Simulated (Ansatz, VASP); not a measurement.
Two plane-wave programs on BaS

Contents of INCAR:

```
SYSTEM = BaS
ALGO     = Normal         ! electronic algorithm
EDIFF    = 1E-7           ! SCF threshold, eV
ENCUT    = 520            ! plane-wave cutoff, eV
GGA      = PS             ! functional
ISIF     = 2              ! what is computed and relaxed
ISMEAR   = 0              ! smearing method
LASPH    = .TRUE.         ! aspherical terms in the spheres
LCHARG   = .FALSE.        ! write CHGCAR
LREAL    = .FALSE.        ! projectors in reciprocal space
LWAVE    = .FALSE.        ! write WAVECAR
NBANDS   = 15             ! bands
NELM     = 80             ! most SCF steps
PREC     = Accurate       ! precision mode
SIGMA    = 0.05           ! smearing width, eV
```

The input KPOINTS:

```
k-points
0
G
  6 6 6
  0 0 0
```

POSCAR

```
BaS
1.0
    0.0000000000      3.1659335240      3.1659335240
    3.1659335240      0.0000000000      3.1659335240
    3.1659335240      3.1659335240      0.0000000000
Ba S
1 1
Direct
    0.5000000000      0.5000000000      0.5000000000
    0.0000000000      0.0000000000      0.0000000000
```

Input for Ansatz:

```yaml
crystal:
  lattice:
    - [0.0, 3.165933524, 3.165933524]
    - [3.165933524, 0.0, 3.165933524]
    - [3.165933524, 3.165933524, 0.0]
  atoms:
    - { symbol: Ba, position: [0.5, 0.5, 0.5] }
    - { symbol: S, position: [0.0, 0.0, 0.0] }
basis:
  ecutwfc: 420
  ecutrho_ratio: 4
kpoints:
  mp_grid: { grid: [6, 6, 6] }
hamiltonian:
  xc: pbesol
scf:
  occupations: { method: gaussian, width: 0.05 }
output:
  forces: true
  stress: true
  eigenvalues: true
```

Alike in both runs: task single point; functional PBEsol; k mesh 6 × 6 × 6; occupations gaussian, width 0.05 eV; no spin polarisation.

|  | VASP | Ansatz |
| --- | --- | --- |
| version | VASP 6.6.1 | Ansatz 0.2.0 |
| potentials or method | VASP PAW PBE potentials, release 64 (Ba_sv, S) | scalar-relativistic, plane waves, PAW |
| plane-wave cutoff (eV) | 520 | 420 |
| valence electrons in the cell | 16 | 16 |

Ansatz gave:

```
gap on the k mesh at the Fermi level (eV) : 2.04
least direct gap on the mesh (eV)         : 2.13
pressure (GPa)                            : 0.0
```

Q: Which values does VASP return?

A: gap on the k mesh at the Fermi level (eV): 1.93; least direct gap on the mesh (eV): 2.06; pressure (GPa): 0.7.

Caveats: the PAW data sets were made with another functional, which shifts forces and pressure a little (VASP); spin-orbit coupling is left out, which moves the levels of the heavy elements. A k mesh can miss the band edges. As with any semilocal functional, this PBEsol gap is likely too small.
